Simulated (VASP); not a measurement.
# In (I4/mmm) in VASP: density of states with PBE

Aim: the density of states of In with PBE.

All numbers are computed with VASP 6.6.1; they aren't measurements. Logs are shortened: lines on timing, memory, paths and dates and some standing lists are left out, and cuts for length are marked.

### 1 Starting point

It takes space group I4/mmm (No. 139, tetragonal). Conventional cell: a = 3.266 Å, b = 3.266 Å, c = 5.102 Å, α = 90.00°, β = 90.00°, γ = 90.00°. In (site symmetry 4/mmm) has 12 In at 3.27 to 3.44 Å as nearest neighbours.

### 2 Density of states, PBE

The input, POSCAR:

```
In                                      
1.0
   -1.6328452343      1.6328452343      2.5510168124
    1.6328452343     -1.6328452343      2.5510168124
    1.6328452343      1.6328452343     -2.5510168124
  In            
     1
Direct
     1.0000000000000000    0.0000000000000000    0.0000000000000000
```

The input, INCAR.step1:

```
SYSTEM = In
ALGO     = Normal         ! electronic algorithm
EDIFF    = 1E-7           ! SCF threshold, eV
ENCUT    = 520            ! plane-wave cutoff, eV
GGA      = PE             ! functional
ISIF     = 2              ! what is computed and relaxed
ISMEAR   = 0              ! smearing method
LASPH    = .True.         ! aspherical terms in the spheres
LCHARG   = .True.         ! write CHGCAR
LREAL    = .False.        ! projectors in reciprocal space
LWAVE    = .False.        ! write WAVECAR
NBANDS   = 12             ! bands
NELM     = 80             ! most SCF steps
PREC     = Accurate       ! precision mode
SIGMA    = 0.1            ! smearing width, eV
```

The input, KPOINTS.step1:

```
k-points
0
Gamma
  6 6 6
  0 0 0
```

The input, INCAR.step2:

```
SYSTEM = In
ALGO     = Normal         ! electronic algorithm
EDIFF    = 1E-7           ! SCF threshold, eV
ENCUT    = 520            ! plane-wave cutoff, eV
GGA      = PE             ! functional
ICHARG   = 11             ! starting density
ISIF     = 2              ! what is computed and relaxed
ISMEAR   = -5             ! smearing method
LASPH    = .True.         ! aspherical terms in the spheres
LCHARG   = .False.        ! write CHGCAR
LORBIT   = 11             ! projections on sites
LREAL    = .False.        ! projectors in reciprocal space
LWAVE    = .False.        ! write WAVECAR
NBANDS   = 12             ! bands
NEDOS    = 2001           ! points of the DOS
NELM     = 80             ! most SCF steps
PREC     = Accurate       ! precision mode
SIGMA    = 0.1            ! smearing width, eV
```

The input, KPOINTS.step2:

```
k-points
0
Gamma
  9 9 9
  0 0 0
```

Potentials or basis: VASP PAW PBE potentials, release 64 (In_d).

The run is started by

```console
> cat potpaw_PBE.64/In_d/POTCAR > POTCAR
> cp INCAR.step1 INCAR
> cp KPOINTS.step1 KPOINTS
> mpirun -np 1 vasp_std > vasp.out
> cp INCAR.step2 INCAR
> cp KPOINTS.step2 KPOINTS
> mpirun -np 1 vasp_std > vasp.out
```

OUTCAR:

```text
SYSTEM = In
   EDIFF = 1E-7
   ENCUT = 520
   GGA = PE
   ICHARG = 11
   ISIF = 2
   ISMEAR = -5
   LASPH = .True.
   LORBIT = 11
   LREAL = .False.
   NELM = 80
   PREC = Accurate

 ion  position               nearest neighbor table
   1  0.000  0.000  0.000-

  LATTYP: Found a body centered tetragonal cell.
 ALAT       =     3.2656904686
 C/A-ratio  =     1.5623139039

  Lattice vectors:

 A1 = (  -1.6328452343,   1.6328452343,   2.5510168124)
 A2 = (   1.6328452343,  -1.6328452343,   2.5510168124)
 A3 = (   1.6328452343,   1.6328452343,  -2.5510168124)

Analysis of symmetry for initial positions (statically):
=====================================================================
 Subroutine PRICEL returns:
 Original cell was already a primitive cell.

 Routine SETGRP: Setting up the symmetry group for a
 body centered tetragonal supercell.

 Subroutine GETGRP returns: Found 16 space group operations
 (whereof 16 operations were pure point group operations)
 out of a pool of 16 trial point group operations.

The static configuration has the point symmetry D_4h.

Analysis of symmetry for dynamics (positions and initial velocities):
=====================================================================
 Subroutine PRICEL returns:
 Original cell was already a primitive cell.

 Routine SETGRP: Setting up the symmetry group for a
 body centered tetragonal supercell.

 Subroutine GETGRP returns: Found 16 space group operations
 (whereof 16 operations were pure point group operations)
 out of a pool of 16 trial point group operations.

The dynamic configuration has the point symmetry D_4h.

 Subroutine INISYM returns: Found 16 space group operations
 (whereof 16 operations are pure point group operations),
 and found     1 'primitive' translations

----------------------------------------------------------------------------------------

                                     Primitive cell

  volume of cell :      27.2059

  direct lattice vectors                    reciprocal lattice vectors
    -1.632845234  1.632845234  2.551016812     0.000000000  0.306213957  0.196000276
     1.632845234 -1.632845234  2.551016812     0.306213957  0.000000000  0.196000276
     1.632845234  1.632845234 -2.551016812     0.306213957  0.306213957  0.000000000

  length of vectors
     3.440937938  3.440937938  3.440937938     0.363569932  0.363569932  0.433051931

  position of ions in fractional coordinates (direct lattice)
     0.000000000  0.000000000  0.000000000

  ion indices of the primitive-cell ions
   primitive index   ion index
                 1           1

----------------------------------------------------------------------------------------

 KPOINTS: k-points

Automatic generation of k-mesh.
 Grid dimensions read from file:
 generate k-points for:    9    9    9

 Generating k-lattice:

  Cartesian coordinates                     Fractional coordinates (reciprocal lattice)
     0.000000000  0.034023773  0.021777808     0.111111111  0.000000000 -0.000000000
     0.034023773  0.000000000  0.021777808     0.000000000  0.111111111 -0.000000000
     0.034023773  0.034023773  0.000000000     0.000000000  0.000000000  0.111111111

  Length of vectors
     0.040396659  0.040396659  0.048116881

  Shift w.r.t. Gamma in fractional coordinates (k-lattice)
     0.000000000  0.000000000  0.000000000

 TETIRR: Found    939 inequivalent tetrahedra from     4374

 Subroutine IBZKPT returns following result:
 ===========================================

 Found     75 irreducible k-points:

 Following reciprocal coordinates:
            Coordinates               Weight
  0.000000  0.000000  0.000000      1.000000
  0.111111 -0.000000  0.000000      8.000000
  0.222222  0.000000 -0.000000      8.000000
  0.333333  0.000000  0.000000      8.000000
  0.444444  0.000000 -0.000000      8.000000
  0.111111  0.111111  0.000000      8.000000
[... 16 lines left out ...]
 -0.333333  0.333333  0.000000      4.000000
  0.444444  0.444444 -0.000000      8.000000
 [... further k-points ...]
   k-points           NKPTS =     75   k-points in BZ     NKDIM =     75   number of bands    NBANDS=     12
   number of dos      NEDOS =   2001   number of ions     NIONS =      1
   total plane-waves  NPLWV =  21952
   dimension x,y,z NGX =    28 NGY =   28 NGZ =   28
   dimension x,y,z NGXF=    56 NGYF=   56 NGZF=   56
   ions per type =               1
   NGX,Y,Z   is equivalent  to a cutoff of  13.53, 13.53, 13.53 a.u.
   NGXF,Y,Z  is equivalent  to a cutoff of  27.06, 27.06, 27.06 a.u.
 SYSTEM =  In
   PREC   = accura    normal or accurate (medium, high low for compatibility)
   ISTART =      0    job   : 0-new  1-cont  2-samecut
   ICHARG =     11    charge: 1-file 2-atom 10-const
   ISPIN  =      1    spin polarized calculation?
   LNONCOLLINEAR =      F non collinear calculations
   LSORBIT =      F    spin-orbit coupling
   LASPH  =      T    aspherical Exc in radial PAW
   ENCUT  =  520.0 eV  38.22 Ry    6.18 a.u.   6.40  6.40  6.40*2*pi/ulx,y,z
   NELM   =     80;   NELMIN=  2; NELMDL=  0     # of ELM steps
   EDIFF  = 0.1E-06   stopping-criterion for ELM
   LREAL  =      F    real-space projection
   EDIFFG = 0.1E-05   stopping-criterion for IOM
   NSW    =      0    number of steps for IOM
   IBRION =     -1    ionic relax: 0-MD 1-quasi-New 2-CG
   NFREE  =      0    steps in history (QN), initial steepest desc. (CG)
   ISIF   =      2    stress and relaxation
   ISYM   =      2    0-nonsym 1-usesym 2-fastsym
   POTIM  = 0.5000    time-step for ionic-motion
   TEBEG  =    0.0;   TEEND  =   0.0 temperature during run
   PSTRESS=    0.0 pullay stress
   NELECT =      13.0000    total number of electrons
   NUPDOWN=      -1.0000    fix difference up-down
   EMIN   =  10.00;   EMAX   =-10.00  energy-range for DOS
   EFERMI =   0.00;   METHOD = LEGACY
   ISMEAR =    -5;   SIGMA  =   0.10  broadening in eV -4-tet -1-fermi 0-gaus
   EFERMI_NEDOS =   21; number of points for ismear=-14 and -15
   IALGO  =     38    algorithm
   IMIX   =      4    mixing-type and parameters
     AMIX     =   0.40;   BMIX     =  1.00
     AMIX_MAG =   1.60;   BMIX_MAG =  1.00
  volume/ion in A,a.u.               =      27.21       183.59
  Fermi-wavevector in a.u.,A,eV,Ry     =   1.279877  2.418616 22.287494  1.638085
  Thomas-Fermi vector in A             =   2.412337
   LORBIT       =     11    0 simple, 1 ext, 2 COOP (PROOUT), +10 PAW based schemes
   GGA     = PE    functional components
   LHFCALC =     F    Hartree Fock is set to
   AEXX    =    0.0000 exact exchange contribution
   IVDW    =     0    specifies the selected vdW correction
   LEPSILON=     F    determine dielectric tensor
   LRPA    =     F    only Hartree local field effects (RPA)
 non-spin polarized calculation
 Fermi weights with tetrahedron method with Bloechl corrections
  energy-cutoff  :      520.00
  volume of cell :       27.21
 maximum number of plane-waves:       745
 NGX is ok and might be reduce to    28

 number of electron      12.9999999 magnetization

 Free energy of the ion-electron system (eV)
  ---------------------------------------------------
  ext. energy  EPLUGINS =         0.00000000
  ---------------------------------------------------
  free energy    TOTEN  =        -2.55936559 eV

  energy without entropy =       -2.55936559  energy(sigma->0) =       -2.55936559

 E-fermi :   7.0814     XC(G=0): -10.0711

 val. band max:        7.1294256686   @ k =   0.3333   0.3333   0.0000
 cond. band min:       6.3583556574   @ k =  -0.3333   0.3333   0.3333
 fundamental gap:     -0.7710700112
 Fermi energy:         7.0813514387

 k-point     1 :       0.0000    0.0000    0.0000
  band No.  band energies     occupation
      1      -7.6173      2.00000
      2      -7.4752      2.00000
      3      -7.4752      2.00000
      4      -7.4330      2.00000
      5      -7.3139      2.00000
      6      -2.1963      2.00000
      7      17.2730      0.00000
      8      17.2730      0.00000
      9      17.4586      0.00000
     10      18.6262      0.00000
     11      20.6994      0.00000
     12      20.9150      0.00000

 k-point     2 :       0.1111   -0.0000    0.0000
  band No.  band energies     occupation
      1      -7.5984      2.00000
      2      -7.4802      2.00000
      3      -7.4595      2.00000
      4      -7.4244      2.00000
      5      -7.3216      2.00000
      6      -1.9327      2.00000
      7      14.7281      0.00000
      8      16.7381      0.00000
      9      17.0263      0.00000
     10      18.3435      0.00000
     11      20.3403      0.00000
     12      21.5494      0.00000

 k-point     3 :       0.2222    0.0000   -0.0000
  band No.  band energies     occupation
      1      -7.5722      2.00000
      2      -7.5061      2.00000
      3      -7.4350      2.00000
      4      -7.3711      2.00000
      5      -7.3251      2.00000
      6      -1.1318      2.00000
      7      11.0361     -0.00049
      8      15.5972      0.00000
      9      16.6135      0.00000
     10      18.2573      0.00000
     11      19.1209      0.00000
     12      22.3688      0.00000

 k-point     4 :       0.3333    0.0000    0.0000
  band No.  band energies     occupation
      1      -7.5686      2.00000
      2      -7.5423      2.00000
      3      -7.4442      2.00000
      4      -7.2911      2.00000
      5      -7.2815      2.00000
      6       0.2181      2.00000
      7       7.6450      0.43106
      8      14.6485      0.00000
      9      16.3345      0.00000
     10      18.1410      0.00000
     11      18.3807      0.00000
     12      21.1698      0.00000

 k-point     5 :       0.4444    0.0000   -0.0000
  band No.  band energies     occupation
      1      -7.5763      2.00000
      2      -7.5651      2.00000
      3      -7.4618      2.00000
      4      -7.2568      2.00000
      5      -7.2157      2.00000
      6       2.0683      2.00000
      7       4.7546      2.08070
      8      14.1229      0.00000
      9      16.2235      0.00000
     10      17.8554      0.00000
     11      18.2602      0.00000
     12      20.3799      0.00000
[... 228 lines left out ...]
      1      -7.6230      2.00000
      2      -7.5420      2.00000
      3      -7.3176      2.00000
      4      -7.2980      2.00000
      5      -7.2073      2.00000
      6       4.3885      2.00000
      7       6.3925      1.95138
      8       8.3936      0.00000
      9      11.4575      0.00000
     10      14.6342      0.00000
     11      19.0442      0.00000
     12      23.6669      0.00000

 k-point    22 :      -0.4444    0.3333    0.0000
  band No.  band energies     occupation
      1      -7.6477      2.00000
      2      -7.5784      2.00000
      3      -7.3038      2.00000
      4      -7.2694      2.00000
      5      -7.2014      2.00000
      6       2.6071      2.00000
      7       8.5859     -0.17233
      8      10.0452      0.00000
      9      11.3129      0.00000
     10      14.4258      0.00000
     11      16.1640      0.00000
     12      24.3788      0.00000

 k-point    23 :      -0.3333    0.3333    0.0000
  band No.  band energies     occupation
      1      -7.6391      2.00000
      2      -7.5495      2.00000
      3      -7.3040      2.00000
      4      -7.2852      2.00000
      5      -7.2674      2.00000
      6       1.2082      2.00000
      7      10.8461      0.00000
      8      11.4072      0.00000
      9      11.9298      0.00000
     10      14.6637      0.00000
     11      14.7740      0.00000
     12      25.0896      0.00000

 k-point    24 :       0.4444    0.4444   -0.0000
  band No.  band energies     occupation
      1      -7.6711      2.00000
      2      -7.6174      2.00000
      3      -7.2572      2.00000
      4      -7.2551      2.00000
      5      -7.1598      2.00000
      6       5.5315      2.00000
      7       5.5401      2.22767
      8       9.1355      0.00000
      9      10.8763      0.00000
     10      14.1226      0.00000
     11      15.8751      0.00000
     12      25.9568      0.00000

 [... further k-points ...]

------------------------ aborting loop because EDIFF is reached ----------------------------------------

  FORCE on cell =-STRESS in cart. coord.  units (eV):
  Direction    XX          YY          ZZ          XY          YZ          ZX
  --------------------------------------------------------------------------------------
  -------------------------------------------------------------------------------------
  Total        0.2088512      0.2088512      0.4570300      0.0000000     -0.0000000      0.0000000
  in kB       12.2994067     12.2994067     26.9148505      0.0000000     -0.0000000      0.0000000
  external PRESSURE =      17.1712213 kB  Pullay stress =       0.0000000 kB

 VOLUME and BASIS-vectors are now :
 -----------------------------------------------------------------------------
  energy-cutoff  :      520.00
  volume of cell :       27.21
      direct lattice vectors                 reciprocal lattice vectors
    -1.632845234  1.632845234  2.551016812     0.000000000  0.306213957  0.196000276
     1.632845234 -1.632845234  2.551016812     0.306213957  0.000000000  0.196000276
     1.632845234  1.632845234 -2.551016812     0.306213957  0.306213957  0.000000000

 POSITION                                       TOTAL-FORCE (eV/Angst)
 -----------------------------------------------------------------------------------
      0.00000      0.00000      0.00000         0.000000      0.000000      0.000000
 -----------------------------------------------------------------------------------
    total drift:                               -0.000000     -0.000000      0.000000

  FREE ENERGIE OF THE ION-ELECTRON SYSTEM (eV)
  ---------------------------------------------------
  free  energy   TOTEN  =        -2.5593655886 eV

  energy  without entropy=       -2.5593655886  energy(sigma->0) =       -2.55936559

 total charge

# of ion       s       p       d       tot
------------------------------------------
    1        1.006   0.472   9.846  11.324
```

It took 12 s on 1 thread of Intel Xeon 6975P-C (Granite Rapids), shared host; peak memory 0.16 GiB.

What came out:

```
Valence electrons inside the program's atomic spheres : In 11.32
```

Levels at points of the mesh, in eV from the Fermi level:
```tsv
k point	band 3	band 4	band 5	band 6	band 7	band 8	band 9	band 10
(0.00, 0.00, 0.00)	-14.56	-14.51	-14.40	-9.28	10.19	10.19	10.38	11.54
```

States per cell in windows of 1 eV (zero at the Fermi level; states under -8 eV left out):
```csv
from (eV),total,In1_p,In1_s,In1_d
-8.0,0.21,0.01,0.09,0.00
-7.0,0.26,0.02,0.11,0.00
-6.0,0.33,0.03,0.14,0.01
-5.0,0.44,0.04,0.19,0.01
-4.0,0.39,0.03,0.19,0.01
-3.0,0.28,0.04,0.11,0.01
-2.0,0.37,0.11,0.05,0.01
-1.0,0.58,0.18,0.08,0.01
0.0,0.44,0.13,0.06,0.01
1.0,0.51,0.17,0.06,0.02
2.0,0.59,0.20,0.05,0.03
3.0,0.66,0.24,0.04,0.03
4.0,0.73,0.28,0.03,0.04
5.0,0.65,0.26,0.02,0.03
6.0,0.54,0.23,0.02,0.03
7.0,0.50,0.19,0.02,0.04
```

Caveat: the k mesh is coarse (spacing up to 0.45 Å⁻¹), so the values aren't converged; tetrahedron occupations give inexact forces and stress in metals.
